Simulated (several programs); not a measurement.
What each method gives for Si (diamond)

Measured values to be reproduced:
- band gap: 1.11 eV (indirect band gap at room temperature, quoted from a textbook; 300 K; “Enhancement of Coherent Phonon Amplitude in Phase-change Materials by Near-infrared Laser Irradiation”; Cited literature value at room temperature, quoted in passing; not measured on this substrate; 2017; arxiv:1709.02567)
- volume: 20.02 Å³ an atom (from the lattice constants; cubic lattice constant, previously observed value; 300 K; “Combined Raman spectroscopy and electrical transport measurements in ultra-high vacuum down to 3.7 K”; literature value from thermal expansion data, not measured on this wafer; 2024; arxiv:2410.03271)

Si built on the diamond prototype, relaxed with r2SCAN in Ansatz, was computed with several methods. It is cubic, Fd-3m (No. 227); conventional cell a = 5.444 Å, 20.17 Å³ an atom. Si is surrounded by 4 Si at 2.36 Å. Calculated for a static, non-magnetic cell.

```
Si
1.0
     0.00000    2.72212    2.72212
     2.72212    0.00000    2.72212
     2.72212    2.72212    0.00000
Si
2
Direct
  0.00000 0.00000 0.00000
  0.25000 0.25000 0.25000
```

Gaps and times are for a single point on this cell; volume and bulk modulus come from each method's own relaxation or energy curve at fixed shape. Times are rough, from shared hosts (AMD EPYC 9B14; Arm Neoverse V2; Intel Xeon Platinum 8375C CPU @ 2.90GHz), and each method has its own mesh and cell size. A star marks a curve whose lowest point is an end point. PM6 (MOPAC), PM7 (MOPAC), GFN1-xTB (tblite), GFN2-xTB (tblite) treat a cluster of cells at its zone centre, which samples few k points: where these miss a band edge, the gap comes out too large for that reason alone. Gaps from k meshes are read at a limited set of points (mesh, symmetry points, PBE's band edges), so each method's own least gap may be somewhat smaller. Force fields have no electrons; where one was fitted to this phase, its volume and modulus reflect the fit. xTB and the PM methods were fitted mostly to molecules, and can miss a solid's gap by electronvolts. Minimal bases can be far off for gaps. Times of the plane-wave ladder aren't listed, since it ran on unlike processors and cards. GLLB-SC's gap includes the derivative discontinuity. G0W0 is at finite bands, cutoff and mesh. d marks a direct gap, i an indirect one (no mark: not told apart), a dash a value that wasn't computed or didn't pass its checks.

```json
{"method": "PBEsol", "kind": "semilocal", "gap (eV)": "–", "own volume (Å³/atom)": "20.05", "bulk modulus (GPa)": "–", "atoms computed": "2", "processor time": "–"}
{"method": "Si.sw (LAMMPS)", "kind": "force field", "gap (eV)": "–", "own volume (Å³/atom)": "20.02", "bulk modulus (GPa)": "101", "atoms computed": "2", "processor time": "0.1 s"}
{"method": "Si.tersoff (LAMMPS)", "kind": "force field", "gap (eV)": "–", "own volume (Å³/atom)": "20.03", "bulk modulus (GPa)": "98", "atoms computed": "2", "processor time": "0.1 s"}
{"method": "SiC_Erhart-Albe.tersoff (LAMMPS)", "kind": "force field", "gap (eV)": "–", "own volume (Å³/atom)": "20.00", "bulk modulus (GPa)": "99", "atoms computed": "2", "processor time": "0.1 s"}
{"method": "Si.edip (LAMMPS)", "kind": "force field", "gap (eV)": "–", "own volume (Å³/atom)": "20.02", "bulk modulus (GPa)": "–", "atoms computed": "2", "processor time": "0.11 s"}
{"method": "light PBE (260 eV and a coarse mesh)", "kind": "light plane-wave", "gap (eV)": "0.56 i", "own volume (Å³/atom)": "–", "bulk modulus (GPa)": "–", "atoms computed": "2", "processor time": "0.33 s"}
{"method": "non-self-consistent DFTB (CP2K)", "kind": "tight binding", "gap (eV)": "2.84 i", "own volume (Å³/atom)": "–", "bulk modulus (GPa)": "–", "atoms computed": "2", "processor time": "0.38 s"}
{"method": "LDA", "kind": "semilocal", "gap (eV)": "0.48 i", "own volume (Å³/atom)": "19.71", "bulk modulus (GPa)": "–", "atoms computed": "2", "processor time": "–"}
{"method": "PBE", "kind": "semilocal", "gap (eV)": "0.58 i", "own volume (Å³/atom)": "20.46", "bulk modulus (GPa)": "89", "atoms computed": "2", "processor time": "–"}
{"method": "r2SCAN", "kind": "semilocal", "gap (eV)": "0.77 i", "own volume (Å³/atom)": "20.17", "bulk modulus (GPa)": "97", "atoms computed": "2", "processor time": "–"}
{"method": "GFN1-xTB (tblite)", "kind": "tight binding", "gap (eV)": "0.43", "own volume (Å³/atom)": "22.20*", "bulk modulus (GPa)": "86*", "atoms computed": "cluster", "processor time": "2.5 s"}
{"method": "PBE/SZV (CP2K)", "kind": "small basis", "gap (eV)": "2.66 i", "own volume (Å³/atom)": "21.33", "bulk modulus (GPa)": "88", "atoms computed": "2", "processor time": "2.7 s"}
{"method": "GFN2-xTB (tblite)", "kind": "tight binding", "gap (eV)": "1.67", "own volume (Å³/atom)": "19.60", "bulk modulus (GPa)": "120", "atoms computed": "cluster", "processor time": "3.3 s"}
{"method": "PBE/single zeta (GPAW)", "kind": "small basis", "gap (eV)": "1.69 i", "own volume (Å³/atom)": "–", "bulk modulus (GPa)": "–", "atoms computed": "2", "processor time": "3.5 s"}
{"method": "GLLB-SC (GPAW)", "kind": "model potential", "gap (eV)": "1.06", "own volume (Å³/atom)": "–", "bulk modulus (GPa)": "–", "atoms computed": "2", "processor time": "4.5 s"}
{"method": "PBE/DZVP (CP2K)", "kind": "small basis", "gap (eV)": "0.64 i", "own volume (Å³/atom)": "20.43", "bulk modulus (GPa)": "90", "atoms computed": "2", "processor time": "6.3 s"}
{"method": "G0W0@r2SCAN (180 eV screening cutoff)", "kind": "many-body", "gap (eV)": "1.20", "own volume (Å³/atom)": "–", "bulk modulus (GPa)": "–", "atoms computed": "2", "processor time": "–"}
{"method": "PM7 (MOPAC)", "kind": "semi-empirical", "gap (eV)": "6.65", "own volume (Å³/atom)": "18.11*", "bulk modulus (GPa)": "188*", "atoms computed": "cluster", "processor time": "11 s"}
{"method": "G0W0@LDA (140 eV screening cutoff)", "kind": "many-body", "gap (eV)": "1.01", "own volume (Å³/atom)": "–", "bulk modulus (GPa)": "–", "atoms computed": "2", "processor time": "–"}
{"method": "G0W0@PBE (260 eV screening cutoff)", "kind": "many-body", "gap (eV)": "1.11", "own volume (Å³/atom)": "–", "bulk modulus (GPa)": "–", "atoms computed": "2", "processor time": "–"}
{"method": "LC-ωPBE", "kind": "hybrid", "gap (eV)": "5.48 i", "own volume (Å³/atom)": "–", "bulk modulus (GPa)": "–", "atoms computed": "2", "processor time": "–"}
{"method": "G0W0@HSE06 (180 eV screening cutoff)", "kind": "many-body", "gap (eV)": "1.33", "own volume (Å³/atom)": "–", "bulk modulus (GPa)": "–", "atoms computed": "2", "processor time": "–"}
{"method": "G0W0@PBE0 (180 eV screening cutoff)", "kind": "many-body", "gap (eV)": "1.48", "own volume (Å³/atom)": "–", "bulk modulus (GPa)": "–", "atoms computed": "2", "processor time": "–"}
{"method": "PBE0", "kind": "hybrid", "gap (eV)": "1.80 i", "own volume (Å³/atom)": "–", "bulk modulus (GPa)": "–", "atoms computed": "2", "processor time": "–"}
{"method": "HSE06", "kind": "hybrid", "gap (eV)": "1.14 i", "own volume (Å³/atom)": "20.14", "bulk modulus (GPa)": "–", "atoms computed": "2", "processor time": "–"}
{"method": "DDH-PBE0", "kind": "hybrid", "gap (eV)": "0.94 i", "own volume (Å³/atom)": "–", "bulk modulus (GPa)": "–", "atoms computed": "2", "processor time": "–"}
{"method": "r2SCAN0", "kind": "hybrid", "gap (eV)": "1.87 i", "own volume (Å³/atom)": "–", "bulk modulus (GPa)": "–", "atoms computed": "2", "processor time": "–"}
{"method": "PM6 (MOPAC)", "kind": "semi-empirical", "gap (eV)": "3.60", "own volume (Å³/atom)": "–", "bulk modulus (GPa)": "–", "atoms computed": "cluster", "processor time": "100 s"}
```

Against HSE06 (1.14 eV) and with closed or daggered gaps left aside, the nearest gap at the points sampled is that of G0W0@PBE (260 eV screening cutoff) (-0.03 eV) and the farthest that of PM7 (MOPAC) (+5.51 eV). HSE06 is only a yardstick of convenience, and nearness to it can be luck.

Volumes against r2SCAN's: PBEsol -0.6 %, Si.sw (LAMMPS) -0.7 %, Si.tersoff (LAMMPS) -0.7 %, SiC_Erhart-Albe.tersoff (LAMMPS) -0.8 %, Si.edip (LAMMPS) -0.8 %, LDA -2.3 %, PBE +1.4 %, PBE/SZV (CP2K) +5.8 %, GFN2-xTB (tblite) -2.8 %, PBE/DZVP (CP2K) +1.3 %, HSE06 -0.2 %.

Comparison with experiment:
- Band gap, measured 1.11 eV: light PBE (260 eV and a coarse mesh) -0.55 eV, non-self-consistent DFTB (CP2K) +1.73 eV, LDA -0.63 eV, PBE -0.53 eV, r2SCAN -0.34 eV, GFN1-xTB (tblite) -0.68 eV, PBE/SZV (CP2K) +1.55 eV, GFN2-xTB (tblite) +0.56 eV, PBE/single zeta (GPAW) +0.58 eV, GLLB-SC (GPAW) -0.05 eV, PBE/DZVP (CP2K) -0.47 eV, G0W0@r2SCAN (180 eV screening cutoff) +0.09 eV, PM7 (MOPAC) +5.54 eV, G0W0@LDA (140 eV screening cutoff) -0.10 eV, G0W0@PBE (260 eV screening cutoff) 0.00 eV, LC-ωPBE +4.37 eV, G0W0@HSE06 (180 eV screening cutoff) +0.22 eV, G0W0@PBE0 (180 eV screening cutoff) +0.37 eV, PBE0 +0.69 eV, HSE06 +0.03 eV, DDH-PBE0 -0.17 eV, r2SCAN0 +0.76 eV, PM6 (MOPAC) +2.49 eV.
- Volume, measured 20.02 Å³ an atom: PBEsol +0.1 %, Si.sw (LAMMPS) 0.0 %, Si.tersoff (LAMMPS) 0.0 %, SiC_Erhart-Albe.tersoff (LAMMPS) -0.1 %, Si.edip (LAMMPS) 0.0 %, LDA -1.6 %, PBE +2.2 %, r2SCAN +0.7 %, PBE/SZV (CP2K) +6.5 %, GFN2-xTB (tblite) -2.1 %, PBE/DZVP (CP2K) +2.0 %, HSE06 +0.6 %.
The calculations are for a static lattice; samples hold vibrations, temperature and, in optical gaps, excitons. A measured value is shown where most reports agree with it, and only for the quantities listed.
